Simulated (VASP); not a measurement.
# BP: an input that fails (parallel tempering)

BP, F-43m (no. 216), 8 atoms in the cell.

01/INCAR:
```
GGA = PE
PREC = Normal
ENCUT = 320
EDIFF = 1e-05
NELMIN = 4
NELM = 60
ALGO = Normal
LREAL = Auto
LASPH = .TRUE.
ISMEAR = 0
SIGMA = 0.05
ISYM = 0
LWAVE = .FALSE.
LCHARG = .FALSE.
IBRION = 0
NSW = 200
POTIM = 1.0
ISIF = 2
RANDOM_SEED = 231302 0 0
MDALGO = 3
LANGEVIN_GAMMA = 10 10
IMAGES = 3
LTEMPER = .TRUE.
NTEMPER = 5
TEBEG = 300
TEEND = 300
```

02/INCAR:
```
GGA = PE
PREC = Normal
ENCUT = 320
EDIFF = 1e-05
NELMIN = 4
NELM = 60
ALGO = Normal
LREAL = Auto
LASPH = .TRUE.
ISMEAR = 0
SIGMA = 0.05
ISYM = 0
LWAVE = .FALSE.
LCHARG = .FALSE.
IBRION = 0
NSW = 200
POTIM = 1.0
ISIF = 2
RANDOM_SEED = 231303 0 0
MDALGO = 3
LANGEVIN_GAMMA = 10 10
IMAGES = 3
LTEMPER = .TRUE.
NTEMPER = 5
TEBEG = 600
TEEND = 600
```

03/INCAR:
```
GGA = PE
PREC = Normal
ENCUT = 320
EDIFF = 1e-05
NELMIN = 4
NELM = 60
ALGO = Normal
LREAL = Auto
LASPH = .TRUE.
ISMEAR = 0
SIGMA = 0.05
ISYM = 0
LWAVE = .FALSE.
LCHARG = .FALSE.
IBRION = 0
NSW = 200
POTIM = 1.0
ISIF = 2
RANDOM_SEED = 231304 0 0
MDALGO = 3
LANGEVIN_GAMMA = 10 10
IMAGES = 3
LTEMPER = .TRUE.
NTEMPER = 5
TEBEG = 900
TEEND = 900
```

INCAR:
```
SYSTEM = BP
ALGO     = Normal         ! electronic algorithm
EDIFF    = 1E-5           ! SCF threshold, eV
ENCUT    = 320            ! plane-wave cutoff, eV
GGA      = PE             ! functional
IBRION   = 0              ! ionic algorithm
IMAGES   = 3            
ISIF     = 2              ! what is computed and relaxed
ISMEAR   = 0              ! smearing method
ISYM     = 0            
LANGEVIN_GAMMA= 10 10        
LASPH    = .TRUE.         ! aspherical terms in the spheres
LCHARG   = .FALSE.        ! write CHGCAR
LREAL    = Auto         
LTEMPER  = .TRUE.       
LWAVE    = .FALSE.        ! write WAVECAR
MDALGO   = 3            
NELM     = 60             ! most SCF steps
NELMIN   = 4            
NSW      = 200            ! ionic steps
NTEMPER  = 5            
POTIM    = 1.0            ! step
PREC     = Normal         ! precision mode
RANDOM_SEED= 231302 0 0   
SIGMA    = 0.05           ! smearing width, eV
TEBEG    = 300          
TEEND    = 300           
```

KPOINTS:
```
k-points
0
Monkhorst-Pack
  2 2 2
```

01/POSCAR:
```
BP
1.0
    4.5380000000      0.0000000000      0.0000000000
    0.0000000000      4.5380000000      0.0000000000
    0.0000000000      0.0000000000      4.5380000000
P B
4 4
Direct
    0.2500000000      0.2500000000      0.2500000000
    0.2500000000      0.7500000000      0.7500000000
    0.7500000000      0.2500000000      0.7500000000
    0.7500000000      0.7500000000      0.2500000000
    0.0000000000      0.0000000000      0.0000000000
    0.0000000000      0.5000000000      0.5000000000
    0.5000000000      0.0000000000      0.5000000000
    0.5000000000      0.5000000000      0.0000000000
```

02/POSCAR:
```
BP
1.0
    4.5380000000      0.0000000000      0.0000000000
    0.0000000000      4.5380000000      0.0000000000
    0.0000000000      0.0000000000      4.5380000000
P B
4 4
Direct
    0.2500000000      0.2500000000      0.2500000000
    0.2500000000      0.7500000000      0.7500000000
    0.7500000000      0.2500000000      0.7500000000
    0.7500000000      0.7500000000      0.2500000000
    0.0000000000      0.0000000000      0.0000000000
    0.0000000000      0.5000000000      0.5000000000
    0.5000000000      0.0000000000      0.5000000000
    0.5000000000      0.5000000000      0.0000000000
```

03/POSCAR:
```
BP
1.0
    4.5380000000      0.0000000000      0.0000000000
    0.0000000000      4.5380000000      0.0000000000
    0.0000000000      0.0000000000      4.5380000000
P B
4 4
Direct
    0.2500000000      0.2500000000      0.2500000000
    0.2500000000      0.7500000000      0.7500000000
    0.7500000000      0.2500000000      0.7500000000
    0.7500000000      0.7500000000      0.2500000000
    0.0000000000      0.0000000000      0.0000000000
    0.0000000000      0.5000000000      0.5000000000
    0.5000000000      0.0000000000      0.5000000000
    0.5000000000      0.5000000000      0.0000000000
```

Commands:
```
cat potpaw_PBE.64/P/POTCAR potpaw_PBE.64/B/POTCAR > POTCAR
mpirun -np 4 vasp_std > vasp.out
```

VASP stops with:
```
M_divide: can not subdivide            4 nodes by           3
```

Cause: ranks not divisible by the images.
